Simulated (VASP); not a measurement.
# Pd under changes of volume

One of the cells (14.622 Å³/atom); the others are scaled copies at fixed shape and fractional positions:

```
CELL_PARAMETERS angstrom
-1.54044 1.54044 1.54044
1.54044 -1.54044 1.54044
1.54044 1.54044 -1.54044
ATOMIC_POSITIONS crystal
Pd 0.00000 0.00000 0.00000
```

This isn't the form of Pd at room conditions, which is fcc.

| Quantity | Value |
| --- | --- |
| Program | VASP 6.6.1 |
| Functional | PBEsol |
| Potentials or basis | VASP PAW PBE potentials, release 64 (Pd) |
| Cutoff | 520 eV |
| k mesh | 10 × 10 × 10 |
| Occupations | fermi-dirac, width 0.05 eV |
| Spin | no spin polarisation |

```csv
volume (Å³/atom),energy over the lowest point (meV/atom),pressure (GPa)
14.037,15.42,9.0
14.329,?,?
14.622,0.00,0.0
14.914,3.69,-3.7
15.207,13.66,-7.0
```

Q: What does the run at 14.329 Å³/atom give?

A: Energy over the lowest point 3.53 meV/atom; pressure 4.2 GPa.

Worked out: A Birch-Murnaghan fit of order 2 (a polynomial in V^(-2/3)) to the other rows has its minimum at 14.62 Å³/atom with B0 = V·E''(V) = 198 GPa. It gives 3.76 meV/atom at 14.329 Å³/atom, against the run's 3.53, and -dE/dV = 4.1 GPa, against 4.2.

Energies are extrapolated to zero smearing.

Caveats: the PAW data sets were made with another functional, which shifts forces and pressure a little.
